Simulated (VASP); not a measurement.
# ZnSe (F-43m) in VASP: Born charges and dielectric tensor with LDA

Aim: the Born charges and dielectric tensor of ZnSe with LDA.

All numbers are computed with VASP 6.6.1; they aren't measurements. Logs are shortened: lines on timing, memory, paths and dates and some standing lists are left out, and cuts for length are marked.

**What was measured.**

“Alloy Disordering Effects on the Thermal Conductivity and Energy Gap Temperature Dependence of Cd1−xZnxSe Ternary Crystals Grown by the Bridgman Method”, 2023, pmc:10253836 reports, for a bulk crystal of ZnSe at 300 K: band gap 2.695 ± 0.003 eV (an exciton energy, a little under the gap).

From a printed reference work, textbook, for a bulk crystal of ZnSe: high-frequency dielectric constant 5.9.

How close the calculation comes is told below.

## Step 1: The crystal as given

Symmetry: F-43m, No. 216, cubic system. Conventional cell: a = 5.640 Å, b = 5.640 Å, c = 5.640 Å, α = 90.00°, β = 90.00°, γ = 90.00°. Around Zn (site symmetry -43m) lie 4 Se at 2.44 Å. Se (site symmetry -43m) is surrounded by 4 Zn at 2.44 Å.

The cell is a database's computed one.

## Step 2: Born charges and dielectric tensor, LDA

INCAR reads:

```
  ALGO = Fast
  EDIFF = 1E-8
  ENCUT = 600
  IBRION = 8
  ISIF = 2
  ISMEAR = 0
  LASPH = T
  LCHARG = F
  LEPSILON = T
  LREAL = F
  LWAVE = F
  NELM = 60
  NSW = 1
  PREC = Accurate
  SIGMA = 0.02
```

KPOINTS reads:

```
k-points
0
Gamma
  8 8 8
```

POSCAR reads:

```
ZnSe
1.0
    0.0000000000      2.8202400000      2.8202400000
    2.8202400000      0.0000000000      2.8202400000
    2.8202400000      2.8202400000      0.0000000000
Zn Se
1 1
Direct
    0.0000000000      0.0000000000      0.0000000000
    0.2500000000      0.2500000000      0.2500000000
```

Potentials or basis: VASP PAW LDA potentials, release 64 (Zn, Se).

Started as:

```sh
$ cat potpaw_LDA.64/Zn/POTCAR potpaw_LDA.64/Se/POTCAR > POTCAR
$ mpirun -np 1 vasp_std > vasp.out
```

OUTCAR:

```text
EDIFF = 1E-8
   ENCUT = 600
   IBRION = 8
   ISIF = 2
   ISMEAR = 0
   LASPH = T
   LEPSILON = T
   LREAL = F
   NELM = 60
   NSW = 1
   PREC = Accurate

 ion  position               nearest neighbor table
   1  0.000  0.000  0.000-   2 2.44   2 2.44   2 2.44   2 2.44
   2  0.250  0.250  0.250-   1 2.44   1 2.44   1 2.44   1 2.44

  LATTYP: Found a face centered cubic cell.
 ALAT       =     5.6404800000

  Lattice vectors:

 A1 = (   0.0000000000,   2.8202400000,   2.8202400000)
 A2 = (   2.8202400000,   0.0000000000,   2.8202400000)
 A3 = (   2.8202400000,   2.8202400000,   0.0000000000)

Analysis of symmetry for initial positions (statically):
=====================================================================
 Subroutine PRICEL returns:
 Original cell was already a primitive cell.

 Routine SETGRP: Setting up the symmetry group for a
 face centered cubic supercell.

 Subroutine GETGRP returns: Found 24 space group operations
 (whereof 24 operations were pure point group operations)
 out of a pool of 48 trial point group operations.

The static configuration has the point symmetry T_d .

Analysis of symmetry for dynamics (positions and initial velocities):
=====================================================================
 Subroutine PRICEL returns:
 Original cell was already a primitive cell.

 Routine SETGRP: Setting up the symmetry group for a
 face centered cubic supercell.

 Subroutine GETGRP returns: Found 24 space group operations
 (whereof 24 operations were pure point group operations)
 out of a pool of 48 trial point group operations.

The dynamic configuration has the point symmetry T_d .

 Subroutine INISYM returns: Found 24 space group operations
 (whereof 24 operations are pure point group operations),
 and found     1 'primitive' translations

----------------------------------------------------------------------------------------

                                     Primitive cell

  volume of cell :      44.8630

  direct lattice vectors                    reciprocal lattice vectors
     0.000000000  2.820240000  2.820240000    -0.177289876  0.177289876  0.177289876
     2.820240000  0.000000000  2.820240000     0.177289876 -0.177289876  0.177289876
     2.820240000  2.820240000  0.000000000     0.177289876  0.177289876 -0.177289876

  length of vectors
     3.988421657  3.988421657  3.988421657     0.307075073  0.307075073  0.307075073

  position of ions in fractional coordinates (direct lattice)
     0.000000000  0.000000000  0.000000000
     0.250000000  0.250000000  0.250000000

  ion indices of the primitive-cell ions
   primitive index   ion index
                 1           1
                 2           2

----------------------------------------------------------------------------------------

 KPOINTS: k-points

Automatic generation of k-mesh.
 Grid dimensions read from file:
 generate k-points for:    8    8    8

 Generating k-lattice:

  Cartesian coordinates                     Fractional coordinates (reciprocal lattice)
    -0.022161235  0.022161235  0.022161235     0.125000000  0.000000000  0.000000000
     0.022161235 -0.022161235  0.022161235     0.000000000  0.125000000  0.000000000
     0.022161235  0.022161235 -0.022161235     0.000000000  0.000000000  0.125000000
[... 534 lines left out ...]
  free energy    TOTEN  =        -0.97173627 eV

  energy without entropy =       -0.97173627

------------------------ aborting loop because EDIFF is reached ----------------------------------------

--------------------------------------- Ionic step        2  -------------------------------------------

------------------------ aborting loop because EDIFF is reached ----------------------------------------

--------------------------------------- Ionic step        3  -------------------------------------------

------------------------ aborting loop because EDIFF is reached ----------------------------------------

 PIEZOELECTRIC TENSOR FIELD DIRECTION 3  (e Angst)
 -----------------------------------------------------------------------------
    -0.00029 -2.01152  0.00000           (  0.00000  0.03434  0.00000)
    -2.01152 -0.00029  0.00000           (  0.03434  0.00000  0.00000)
     0.00000  0.00000 -0.00113           (  0.00000  0.00000 -0.00000)

 PIEZOELECTRIC TENSOR FIELD DIRECTION 3  (C/m^2)
 -----------------------------------------------------------------------------
    -0.00011 -0.71837  0.00000
    -0.71837 -0.00011  0.00000
     0.00000  0.00000 -0.00041

--------------------------------------- Ionic step        4  -------------------------------------------

------------------------ aborting loop because EDIFF is reached ----------------------------------------

[... ionic steps 5 to 6 ...]

--------------------------------------- Ionic step        7  -------------------------------------------

 Free energy of the ion-electron system (eV)
  ---------------------------------------------------
  ---------------------------------------------------
  free energy    TOTEN  =        -0.08258611 eV

  energy without entropy =       -0.08258611

------------------------ aborting loop because EDIFF is reached ----------------------------------------

 INTERNAL STRAIN TENSOR  FOR ION    2  DIRECTION 1   (eV/Angst):
 -----------------------------------------------------------------------------
     0.00839  0.00000  0.00000
     0.00000  0.00150 -4.86788
     0.00000 -4.86788  0.00150

 MACROSCOPIC STATIC DIELECTRIC TENSOR (including local field effects in DFT)
 ------------------------------------------------------
           8.439004    -0.000000     0.000000
           0.000000     8.439004    -0.000000
          -0.000000    -0.000000     8.439004
 ------------------------------------------------------

 PIEZOELECTRIC TENSOR (including local field effects)  for field in x, y, z        (e  Angst)
          XX          YY          ZZ          XY          YZ          ZX
  --------------------------------------------------------------------------------
  x    -0.00000    -0.00000    -0.00000     0.00000    -2.02763    -0.00000
  y     0.00000    -0.00000     0.00000     0.00000    -0.00000    -2.02763
  z     0.00000     0.00000    -0.00000    -2.02763     0.00000     0.00000

 PIEZOELECTRIC TENSOR (including local field effects)  for field in x, y, z        (C/m^2)
          XX          YY          ZZ          XY          YZ          ZX
  --------------------------------------------------------------------------------
  x    -0.00000    -0.00000    -0.00000     0.00000    -0.72412    -0.00000
  y     0.00000    -0.00000     0.00000     0.00000    -0.00000    -0.72412
  z     0.00000     0.00000    -0.00000    -0.72412     0.00000     0.00000

 BORN EFFECTIVE CHARGES (including local field effects) (in |e|, cummulative output)
 ---------------------------------------------------------------------------------
 ion    1
    1     2.07126     0.00000    -0.00000
    2     0.00000     2.07126     0.00000
    3     0.00000     0.00000     2.07126
 ion    2
    1    -2.07126    -0.00000     0.00000
    2     0.00000    -2.07126     0.00000
    3    -0.00000    -0.00000    -2.07126

 INTERNAL STRAIN TENSOR FOR ION    2 for displacements in x,y,z  (eV/Angst):
          X           Y           Z          XY          YZ          ZX
  --------------------------------------------------------------------------------
  x     0.00000     0.00000     0.00000     0.00000    -4.86788     0.00000
  y     0.00000     0.00000     0.00000     0.00000     0.00000    -4.86788
  z     0.00000     0.00000     0.00000    -4.86788     0.00000     0.00000

 SECOND DERIVATIVES (NOT SYMMETRIZED)
 ------------------------------------
               1X          1Y          1Z          2X          2Y          2Z
  1X    -5.507010   -0.000000   -0.000000    5.507010    0.000000    0.000000
  1Y    -0.000000   -5.507010   -0.000000    0.000000    5.507010    0.000000
  1Z    -0.000000   -0.000000   -5.507010    0.000000    0.000000    5.507010
  2X     5.567777    0.000000    0.000000   -5.567777    0.000000    0.000000
  2Y     0.000000    5.567777    0.000000    0.000000   -5.567777    0.000000
  2Z     0.000000    0.000000    5.567777    0.000000    0.000000   -5.567777

 Eigenvectors and eigenvalues of the dynamical matrix
 ----------------------------------------------------

   1 f  =    6.149533 THz    38.638658 2PiTHz  205.126354 cm-1    25.432415 meV
             X         Y         Z           dx          dy          dz
      0.000000  0.000000  0.000000     0.737755    0.000000   -0.000000
      1.410120  1.410120  1.410120    -0.675068   -0.000000    0.000000
[... 21 lines left out ...]
   6 f/i=    0.016805 THz     0.105588 2PiTHz    0.560548 cm-1     0.069499 meV
             X         Y         Z           dx          dy          dz
      0.000000  0.000000  0.000000    -0.672508    0.058592   -0.004144
      1.410120  1.410120  1.410120    -0.734957    0.064033   -0.004529

--------------------------------------------------------------------------------------------------------

 MACROSCOPIC STATIC DIELECTRIC TENSOR IONIC CONTRIBUTION
 ------------------------------------------------------
           3.124881    -0.000000    -0.000000
          -0.000000     3.124881    -0.000000
          -0.000000    -0.000000     3.124881
 ------------------------------------------------------

 ELASTIC MODULI CONTR FROM IONIC RELAXATION (kBar)
 Direction    XX          YY          ZZ          XY          YZ          ZX
 --------------------------------------------------------------------------------
 XX          -0.0000      0.0000     -0.0000      0.0000      0.0000      0.0000
 YY           0.0000     -0.0000      0.0000      0.0000      0.0000     -0.0000
 ZZ          -0.0000      0.0000     -0.0000      0.0000      0.0000      0.0000
 XY           0.0000      0.0000      0.0000   -152.9947      0.0000      0.0000
 YZ           0.0000      0.0000      0.0000      0.0000   -152.9947      0.0000
 ZX           0.0000     -0.0000      0.0000      0.0000      0.0000   -152.9947
 --------------------------------------------------------------------------------

 PIEZOELECTRIC TENSOR IONIC CONTR  for field in x, y, z        (C/m^2)
          XX          YY          ZZ          XY          YZ          ZX
  --------------------------------------------------------------------------------
  x    -0.00000    -0.00000    -0.00000    -0.00000     0.65062    -0.00000
  y    -0.00000     0.00000    -0.00000    -0.00000    -0.00000     0.65062
  z    -0.00000    -0.00000    -0.00000     0.65062    -0.00000    -0.00000
```

Wall time 8.4 min (1 thread of Intel Xeon Platinum 8175M at 2.50GHz (Skylake/Cascade Lake), shared host); peak memory 0.32 GiB.

Results:

```
Band gap on the k mesh                                  : 1.13 eV, direct
Electronic dielectric tensor (diagonal)                 : 8.44
Born charges (mean of the diagonal)                     : Zn +2.07; Se -2.07 e
Highest phonon frequency at Γ, LO-TO splitting left out : 205 cm⁻¹
```

Levels at points of the mesh, in eV from the valence-band top:
```
           k point  band 5  band 6  band 7  band 8  band 9  band 10  band 11  band 12  band 13
(0.00, 0.00, 0.00)   -6.36   -6.36    0.00    0.00    0.00     1.13     5.70     5.70     5.70
(0.50, 0.00, 0.00)   -6.34   -6.19   -5.38   -0.90   -0.90     2.40     6.28     6.28     8.39
(0.50, 0.50, 0.00)   -6.31   -6.17   -4.89   -2.26   -2.26     2.78     3.32    10.62    11.19
```

Phonon frequencies in cm⁻¹ (negative: imaginary):
```csv
q point,frequencies
"(0.000, 0.000, 0.000)",-1 -1 -1 205 205 205
```

Electronic dielectric tensor:
```
8.44 0.00 0.00
0.00 8.44 0.00
0.00 0.00 8.44
```

Born effective charge tensors (e):
atom 1, Zn
```
2.07 0.00 0.00
0.00 2.07 0.00
0.00 0.00 2.07
```
atom 2, Se
```
-2.07  0.00  0.00
 0.00 -2.07  0.00
 0.00  0.00 -2.07
```

## Step 3: How close it comes

Step 2. Against the measured gap of ZnSe, 2.695 eV (an exciton energy, a little under the gap; 300 K; “Alloy Disordering Effects on the Thermal Conductivity and Energy Gap Temperature Dependence of Cd1−xZnxSe Ternary Crystals Grown by the Bridgman Method”, 2023, pmc:10253836), the calculated 1.13 eV is off by -1.57 eV. So large a miss can be the level of theory's own, or it may mean another phase, state or a wrong row. Spin-orbit coupling on Se is left out. The value is that of LDA, without temperature or zero-point motion. Semilocal functionals fall short of measured gaps as a rule. The cell is a database's relaxed one, not the measured one, which moves gaps too. Measured high-frequency dielectric constant of ZnSe: 5.9 (a printed reference work, textbook). This calculation gives 8.44 (+43.0 %). So large a miss can be the level of theory's own, or it may mean another phase, state or a wrong row.
